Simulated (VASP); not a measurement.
Al: single point with r2SCAN

The system is Al.

```xyz
2
Lattice="2.8772 0.0000 0.0000 -1.4386 2.4918 0.0000 0.0000 0.0000 4.6471" Properties=species:S:1:pos:R:3 pbc="T T T"
Al    0.0000    1.6612    3.4854
Al    1.4386    0.8306    1.1618
```

The cell was built by a generator and needn't be a form met in nature.

```
Program             : VASP 6.6.1
Task                : single point
Functional          : r2SCAN
Potentials or basis : VASP PAW PBE potentials, release 64 (Al)
Cutoff              : 520 eV
k mesh              : 16 × 16 × 10
Occupations         : gaussian, width 0.05 eV
Spin                : no spin polarisation
```

The pressure is -3.4 GPa. The band gap on the k mesh is none (metal or under the smearing width).

Stress tensor (GPa, compression positive):
```
-3.36  0.00  0.00
 0.00 -3.36  0.00
 0.00  0.00 -3.52
```

Levels at points of the mesh, in eV from the Fermi level:
```csv
k point,band 1,band 2,band 3,band 4,band 5,band 6,band 7,band 8
"(0.00, 0.00, 0.00)",-11.81,-4.93,-4.41,11.03,11.03,11.42,11.42,12.83
"(0.50, 0.00, 0.00)",-5.66,-5.56,0.59,1.34,1.46,2.01,5.79,7.75
"(0.00, 0.00, 0.50)",-10.00,-10.00,3.84,3.84,12.30,12.30,12.30,12.30
"(0.50, 0.00, 0.50)",-4.26,-4.26,-3.39,-3.39,7.35,7.35,7.93,7.93
```

Wall time 54 s on 1 thread of Intel(R) Xeon(R) 6975P-C (Granite Rapids), with other jobs on the host, peak memory 0.18 GiB.

Caveat: the PAW data sets were made with another functional, which shifts forces and pressure a little.
